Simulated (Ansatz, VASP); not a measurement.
# Two plane-wave programs on Bi2Te3 (Tellurobismuthite)

Contents of INCAR:

```
PREC = Accurate
ENCUT = 520
EDIFF = 1E-7
ISMEAR = -1
SIGMA = 0.05
LREAL = False
LASPH = True
NELM = 60
ALGO = Fast
ISIF = 2
LWAVE = False
LCHARG = True
GGA = PS
IVDW = 13
LELF = True
LVHAR = True
NBANDS = 32
```

The input KPOINTS:

```
regular mesh
0
Gamma
  7 7 7
```

The input POSCAR:

```
Bi2Te3
1.0
    2.2075236021      1.2745143459     10.2329909245
   -2.2075236021      1.2745143459     10.2329909245
    0.0000000000     -2.5490286918     10.2329909245
Bi Te
2 3
Direct
    0.6000000000      0.6000000000      0.6000000000
    0.4000000000      0.4000000000      0.4000000000
    0.7905000000      0.7905000000      0.7905000000
    0.2095000000      0.2095000000      0.2095000000
    0.0000000000      0.0000000000      0.0000000000
```

File input.yaml:

```yaml
crystal:
  lattice:
    - [2.2075236021, 1.2745143459, 10.2329909245]
    - [-2.2075236021, 1.2745143459, 10.2329909245]
    - [0.0, -2.5490286918, 10.2329909245]
  atoms:
    - { symbol: Bi, position: [0.6, 0.6, 0.6] }
    - { symbol: Bi, position: [0.4, 0.4, 0.4] }
    - { symbol: Te, position: [0.7905, 0.7905, 0.7905] }
    - { symbol: Te, position: [0.2095, 0.2095, 0.2095] }
    - { symbol: Te, position: [0.0, 0.0, 0.0] }
hamiltonian:
  xc: pbesol
  pseudopotentials: { kind: paw }
  dispersion: d4
kpoints:
  mp_grid: { grid: [7, 7, 7] }
scf:
  occupations: { method: fermi_dirac, width: 0.05 }
output:
  forces: true
  stress: true
  eigenvalues: true
```

Alike in both runs: task single point; functional PBEsol; dispersion D4; k mesh 7 × 7 × 7; occupations fermi-dirac, width 0.05 eV; no spin polarisation.

|  | VASP | Ansatz |
| --- | --- | --- |
| version | VASP 6.6.1 | Ansatz 0.2.0 |
| potentials or method | VASP PAW PBE potentials, release 64 (Bi_d, Te) | Ansatz PAW |
| plane-wave cutoff (eV) | 520 | 420 |
| valence electrons in the cell | 48 | 78 |

|  | VASP | Ansatz | Ansatz less VASP |
| --- | --- | --- | --- |
| gap on the k mesh at the Fermi level (eV) | 0.24 | 0.25 | +0.011 |
| least direct gap on the mesh (eV) | 0.24 | 0.25 | +0.011 |
| pressure (GPa) | -2.7 | -2.8 | -0.01 |
| largest component of the traceless stress (GPa) | 0.24 | 0.24 | +0.005 |
| rms of the force components (eV/Å) | 0.086 | 0.093 | +0.0067 |
| dispersion energy (meV/atom) | -277.7 | -277.8 | -0.12 |

Atom by atom the forces differ by 0.007 eV/Å (rms over components). With one functional, cell and mesh, what is left measures potentials, basis and numerics. The two sets of potentials don't hold the same shells in valence.

Caveats: spin-orbit coupling is left out, which as a rule narrows the gap of such compounds by several tenths of an eV; the PAW data sets were made with another functional, which shifts forces and pressure a little (VASP); an odd mesh through Γ misses points on the zone boundary, where band edges often lie (VASP); odd divisions of the mesh miss points on the zone boundary, where band edges often lie, so the gap on the mesh can be too wide (Ansatz); the PAW data sets come from PBE, with cores solved anew for the run's functional, which leaves a small shift of forces and pressure (Ansatz). PBEsol gaps usually lie below the measured ones, often by a third to a half.
